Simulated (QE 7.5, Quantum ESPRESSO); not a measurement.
# Cell edge and Zr–O distance of cubic BaZrO3: PBEsol and PBE relaxations compared with X-ray diffraction and EXAFS

## What was measured

The reference values come from "EXAFS study of lead-free relaxor ferroelectric BaTi(1-x)Zr(x)O3 at the Zr K-edge" (2006, arXiv:cond-mat/0602127). For BaZrO3 powder at room temperature, a first-shell fit of the Zr K-edge EXAFS, measured on a pellet with boron nitride, gives a Zr–O distance of 2.11 ± 0.01 Å. X-ray diffraction on the powder, made by solid-state synthesis, gives a cubic cell edge of 4.192 ± 0.001 Å. The two are different kinds of length. Diffraction fixes the average lattice, whereas EXAFS yields a local distance that includes thermal motion and depends on the fit model.

| compared with | measured | source's wording or label | T (K) | method |
| --- | --- | --- | --- | --- |
| Zr-O, nearest pair (Å) | 2.11 ± 0.01 | Zr-O first neighbour, first-shell fit | room temperature | Zr K-edge EXAFS |
| cell edge a (Å) | 4.192 ± 0.001 | cubic cell parameter | room temperature | X-ray diffraction |

Conditions are those given with the value in the passage it was taken from; "not stated" means there, and the paper may say more elsewhere. The values are a selection: others may have been left out beforehand as unlike or outlying.

## Approach

The aim is to obtain the cell edge and the nearest Zr–O distance of cubic BaZrO3 from first principles. The model is the five-atom $Pm\bar{3}m$ cell. Zr and O both sit on fixed sites there, so the Zr–O distance is exactly $a/2$ and the calculation has one free length, not two. Octahedral tilts at the R point need a doubled cell and are excluded.

Half the diffraction edge lies 0.014 Å below the EXAFS distance. No cubic static model can therefore match both values exactly. Thermal motion lengthens the EXAFS distance by a few thousandths of an ångström, and thermal and zero-point expansion together should put the measured edge roughly 0.3 % above a static one. Success is set at 1 % for each quantity: this leaves room for these effects and for the difference between the two measurements, yet is tight enough to expose the usual overestimate of lattice constants by PBE.

PBEsol is the main level, since it was designed for equilibrium lattices of dense solids. Relaxing atoms at the measured cell would be cheaper, but would merely return half the edge put in. PBE is to serve as the neighbouring level, with tests of mesh and cutoff. The starting edge of 4.1913 Å nearly equals the measured one, so only runs that free the cell can test anything.

System: BaZrO3; Pm-3m (No. 221), 5 atoms in the cell used, edges 4.1913, 4.1913, 4.1913 A, angles 90.00, 90.00, 90.00 deg; cell from a published crystal structure; structure from the Crystallography Open Database.

On the selection of runs and values: Further runs on this system are not shown.

## 1. Full relaxation with PBEsol

The cell is released directly with the functional most likely to give the right lattice constant. An edge close to the measured one is expected, with the Zr–O distance somewhat below the EXAFS value because it must equal half the edge.

**Run 1.** QE 7.5: PBEsol, pw.x with GBRV ultrasoft files, cell and atoms relaxed, cutoff 45 Ry, mesh 5x5x5, Fermi-Dirac 0.05 eV, force tolerance 0.015 eV/A.

Key lines of the input:
```
&control
   calculation='vc-relax'
   forc_conv_thr=5.8e-04, etot_conv_thr=1e-04, nstep=60, tstress=.true., tprnfor=.true.
/
&system
   ibrav=0, nat=5, ntyp=3
   ecutwfc=45, ecutrho=360
   occupations='smearing', smearing='fd', degauss=0.0037
/
&electrons
   conv_thr=5.0e-09, mixing_beta=0.5, electron_maxstep=100
/
&ions
/
&cell
   press_conv_thr=0.2
/
ATOMIC_SPECIES
Ba 1.0 Ba.gbrv-pbesol.upf
Zr 1.0 Zr.gbrv-pbesol.upf
O 1.0 O.gbrv-pbesol.upf
CELL_PARAMETERS angstrom
  4.19134000 0.00000000 0.00000000
  0.00000000 4.19134000 0.00000000
  0.00000000 0.00000000 4.19134000
ATOMIC_POSITIONS crystal
Ba   0.00000000 0.00000000 0.00000000
Zr   0.50000000 0.50000000 0.50000000
O    0.00000000 0.50000000 0.50000000
O    0.50000000 0.00000000 0.50000000
O    0.50000000 0.50000000 0.00000000
K_POINTS automatic
5 5 5 0 0 0
```

Command:
```
OMP_NUM_THREADS=1 mpirun --oversubscribe --bind-to none -np 4 pw.x -nk 4 -in relax.in > relax.out
```

Selected lines of the output:
```
          total   stress  (Ry/bohr**3)                   (kbar)     P=       -7.44
     bfgs converged in   3 scf cycles and   2 bfgs steps
CELL_PARAMETERS (angstrom)
   4.184880244   0.000000000   0.000000000
```

Converged; 61 s on 4 cores of Intel Xeon at 2.70GHz, shared host.

| quantity | run 1 | measured | deviation |
| --- | --- | --- | --- |
| Zr-O, nearest pair (Å) | 2.092 | 2.11 ± 0.01 | −0.018 (−0.8 %) |
| cell edge a (Å) | 4.185 | 4.192 ± 0.001 | −0.007 (−0.2 %) |
| volume per atom (Å³) | 14.66 |  |  |

The PBEsol edge is 0.007 Å shorter than the measured one, well inside the 1 % target. The sign is that expected of a static lattice compared with a room-temperature one. The starting cell was under a pressure of −7.44 kbar, so the calculation contracted it rather than simply returning it.

The Zr–O distance is 0.018 Å below the EXAFS value. Numerically this meets the target, but the remaining margin of about 0.003 Å is smaller than the experimental uncertainty of 0.01 Å, so the comparison is undecided. Most of the deficit is the 0.014 Å already separating the EXAFS distance from half the diffraction edge. The relaxed cubic cell cannot remove that part without spoiling its agreement with diffraction.

## 2. PBE for scale, with mesh and cutoff

PBE is relaxed at the same settings as the neighbouring level, then once with a denser mesh and once with a higher cutoff. These two tests measure the numerical sensitivity for PBE; with the same crystal and the same family of potentials they are a guide to PBEsol, though not a convergence test of it. PBE is expected to give a longer edge, probably above the measured one. That would bring Zr–O closer to the EXAFS distance without making PBE the better description of the lattice.

**Run 2.** QE 7.5: PBE, pw.x with GBRV ultrasoft files, cell and atoms relaxed, cutoff 45 Ry, mesh 5x5x5, Fermi-Dirac 0.05 eV, force tolerance 0.015 eV/A.

Key lines of the input, as changed from run 1:
```diff
- Ba 1.0 Ba.gbrv-pbesol.upf
- Zr 1.0 Zr.gbrv-pbesol.upf
- O 1.0 O.gbrv-pbesol.upf
+ Ba 1.0 Ba.gbrv-pbe.upf
+ Zr 1.0 Zr.gbrv-pbe.upf
+ O 1.0 O.gbrv-pbe.upf
```

Selected lines of the output:
```
          total   stress  (Ry/bohr**3)                   (kbar)     P=       -0.20
CELL_PARAMETERS (angstrom)
   4.231267283   0.000000000   0.000000000
```

Converged; 66 s on 4 cores of Arm Neoverse N1, shared host.

**Run 3.** QE 7.5: PBE, pw.x with GBRV ultrasoft files, cell and atoms relaxed, cutoff 45 Ry, mesh 7x7x7, Fermi-Dirac 0.05 eV, force tolerance 0.015 eV/A.

Key lines of the input, as changed from run 2:
```diff
- 5 5 5 0 0 0
+ 7 7 7 0 0 0
```

Selected lines of the output:
```
CELL_PARAMETERS (angstrom)
   4.231240121   0.000000000   0.000000000
```

Converged; 59 s on 4 cores of Intel Xeon at 2.70GHz, shared host.

**Run 4.** QE 7.5: PBE, pw.x with GBRV ultrasoft files, cell and atoms relaxed, cutoff 60 Ry, mesh 5x5x5, Fermi-Dirac 0.05 eV, force tolerance 0.015 eV/A.

Key lines of the input, as changed from run 2:
```diff
  &system
-    ecutwfc=45, ecutrho=360
+    ecutwfc=60, ecutrho=360
```

Selected lines of the output:
```
          total   stress  (Ry/bohr**3)                   (kbar)     P=        0.15
CELL_PARAMETERS (angstrom)
   4.230967440   0.000000000   0.000000000
```

Converged; 1.7 min on the same hardware.

| quantity | run 2 | run 3 | run 4 | measured |
| --- | --- | --- | --- | --- |
| Zr-O, nearest pair (Å) | 2.116 | 2.116 | 2.115 | 2.11 ± 0.01 |
| cell edge a (Å) | 4.231 | 4.231 | 4.231 | 4.192 ± 0.001 |
| volume per atom (Å³) | 15.15 | 15.15 | 15.15 |  |

PBE gives an edge 0.039 Å above the measured one, a narrow pass at 1 % with a margin too thin to carry weight. The target was therefore not tight enough to expose the overestimate by itself, as had been hoped. Thermal and zero-point expansion would lengthen the static edge further, so allowing for them increases the PBE error while bringing PBEsol closer to experiment.

For Zr–O the order is reversed: the PBE distance lies within the EXAFS uncertainty. This does not favour PBE, because the distance is half of an overlong edge. The expansion of the whole lattice happens to make up for the difference between the EXAFS and diffraction lengths.

The denser mesh and the higher wavefunction cutoff each change the PBE edge by no more than about 0.0003 Å, which the stopping thresholds of the relaxations can account for. The charge-density cutoff was the same in all three runs. Neither setting explains the 0.046 Å between PBE and PBEsol.

## 3. PBE with a second set of potentials

The GBRV potentials are common to all the relaxations so far. Before the long edge is attributed to PBE itself, the cell is relaxed with fully relativistic PseudoDojo potentials and spin-orbit coupling. Potentials, cutoff and mesh change along with the coupling, so this is a test of the PBE result as a whole and cannot isolate the effect of spin-orbit coupling. An edge close to the earlier PBE value is expected, since the states that bind this wide-gap oxide should respond little to the coupling.

**Run 5.** QE 7.5: PBE, pw.x with fully relativistic PseudoDojo files, cell and atoms relaxed, spin-orbit coupling, cutoff 84 Ry, mesh 4x4x4, Fermi-Dirac 0.05 eV, force tolerance 0.015 eV/A.

Key lines of the input, as changed from run 1:
```diff
  &system
-    ecutwfc=45, ecutrho=360
+    ecutwfc=84, ecutrho=336
+    noncolin=.true., lspinorb=.true.
- Ba 1.0 Ba.gbrv-pbesol.upf
- Zr 1.0 Zr.gbrv-pbesol.upf
- O 1.0 O.gbrv-pbesol.upf
+ Ba 1.0 Ba.dojofr-pbe.upf
+ Zr 1.0 Zr.dojofr-pbe.upf
+ O 1.0 O.dojofr-pbe.upf
- 5 5 5 0 0 0
+ 4 4 4 0 0 0
```

Selected lines of the output:
```
     bfgs converged in   4 scf cycles and   3 bfgs steps
CELL_PARAMETERS (angstrom)
   4.229303630   0.000000000   0.000000000
```

Converged; 3 min on the same hardware.

| quantity | run 5 | measured | deviation |
| --- | --- | --- | --- |
| Zr-O, nearest pair (Å) | 2.115 | 2.11 ± 0.01 | +0.005 (+0.2 %) |
| cell edge a (Å) | 4.229 | 4.192 ± 0.001 | +0.037 (+0.9 %) |
| volume per atom (Å³) | 15.13 |  |  |

With the PseudoDojo potentials and spin-orbit coupling, the PBE edge is 0.002 Å shorter than with the GBRV set. This small shift combines the changes of potentials, coupling, cutoff and mesh and cannot be assigned to any one of them. The edge remains 0.037 Å above the measured value, so the overestimate is not peculiar to the GBRV files and is reasonably attributed to PBE itself. It is again a narrow pass at 1 %.

The Zr–O distance stays within the EXAFS uncertainty for the same reason as before: it is half of an edge that is too long. The run supports the PBE side of the comparison.

## All runs against the measurement

| run | settings | Zr-O, nearest pair (Å) | deviation | cell edge a (Å) | deviation | cost |
| --- | --- | --- | --- | --- | --- | --- |
| 1 | PBEsol, pw.x with GBRV ultrasoft files, cutoff 45 Ry, mesh 5x5x5 | 2.092 | −0.018 (−0.8 %) | 4.185 | −0.007 (−0.2 %) | 4.1 core-min |
| 2 | PBE, pw.x with GBRV ultrasoft files, cutoff 45 Ry, mesh 5x5x5 | 2.116 | +0.006 (+0.3 %) | 4.231 | +0.039 (+0.9 %) | 4.4 core-min |
| 3 | PBE, pw.x with GBRV ultrasoft files, cutoff 45 Ry, mesh 7x7x7 | 2.116 | +0.006 (+0.3 %) | 4.231 | +0.039 (+0.9 %) | 3.9 core-min |
| 4 | PBE, pw.x with GBRV ultrasoft files, cutoff 60 Ry, mesh 5x5x5 | 2.115 | +0.005 (+0.3 %) | 4.231 | +0.039 (+0.9 %) | 6.7 core-min |
| 5 | PBE, pw.x with fully relativistic PseudoDojo files, spin-orbit coupling, cutoff 84 Ry, mesh 4x4x4 | 2.115 | +0.005 (+0.2 %) | 4.229 | +0.037 (+0.9 %) | 12 core-min |
|  | measured | 2.11 ± 0.01 |  | 4.192 ± 0.001 |  |  |

Further runs on the same system, made beside this series (convergence steps with loose settings among them):

| further | settings | Zr-O, nearest pair (Å) | deviation | cell edge a (Å) | deviation | cost |
| --- | --- | --- | --- | --- | --- | --- |
| F1 | PBE+D3(BJ), pw.x with GBRV ultrasoft files, cell and atoms relaxed, cutoff 45 Ry, mesh 5x5x5 | 2.105 | −0.005 (−0.2 %) | 4.210 | +0.018 (+0.4 %) | 2.4 core-min |
| F2 | RPBE, pw.x with GBRV ultrasoft files made for PBE, cell and atoms relaxed, cutoff 45 Ry, mesh 5x5x5 | 2.131 | +0.021 (+1.0 %) | 4.261 | +0.069 (+1.7 %) | 3.5 core-min |
| F3 | PBE, pw.x with GBRV ultrasoft files, atoms relaxed at the starting cell, cutoff 45 Ry, mesh 5x5x5 | 2.096 | −0.014 (−0.7 %) | – |  | 99 core-s |
| F4 | LDA, pw.x with GBRV ultrasoft files, cell and atoms relaxed, cutoff 45 Ry, mesh 5x5x5 | 2.076 | −0.034 (−1.6 %) | 4.153 | −0.039 (−0.9 %) | 2.9 core-min |
| F5 | PBE, pw.x with GBRV ultrasoft files, cell and atoms relaxed, cutoff 45 Ry, mesh 3x3x3 | 2.116 | +0.006 (+0.3 %) | 4.233 | +0.041 (+1.0 %) | 3.4 core-min |
|  | measured | 2.11 ± 0.01 |  | 4.192 ± 0.001 |  |  |

## Conclusion

PBEsol, the level chosen at the outset, meets the 1 % target for the cell edge: 4.185 Å against 4.192 Å, at a cost of 4.1 core-minutes. For Zr–O its 0.8 % deficit is numerically inside the target, but the call remains undecided because the EXAFS uncertainty exceeds the margin.

The small edge error has the sign expected of a static lattice. Thermal and zero-point expansion of roughly 0.3 % would turn it into a slight excess, still well within the target. Of the 0.018 Å deficit in Zr–O, 0.014 Å is the difference between the EXAFS distance and half the diffraction edge. Thermal motion explains a few thousandths of an ångström of that difference; the rest of it is comparable with the usual uncertainty of a first-shell fit. Local octahedral tilting would also lengthen Zr–O at a fixed edge, but the five-atom cell excludes it.

PBE matches the EXAFS distance only because its lattice is too large, and expansion would worsen its edge. Adding D3(BJ) shortens the PBE edge to 4.210 Å, still too long before expansion is added. LDA errs short by 0.9 %, while RPBE misses the edge target at 1.7 %. Relaxing atoms in the fixed cell merely returns half the starting edge.

The comparison with PBE was the most useful step, and the second set of potentials supported its long edge. The denser mesh and higher cutoff hardly changed the PBE result. These checks apply to PBE; corresponding ones for PBEsol are not shown in this report.

[Logs are printed without paths, hosts, clocks, repeated set-up lines and the standing remarks that a program may print on its own settings, such as how far it seeks lower states.]

[The runs shown are a pick from a larger set of finished runs; failed, doubtful and other runs were left out of it ahead of writing. So were measured values far from every level or from commonly accepted values, and agreement can look better than it is. Lines of input and output are excerpts and may be shortened.]
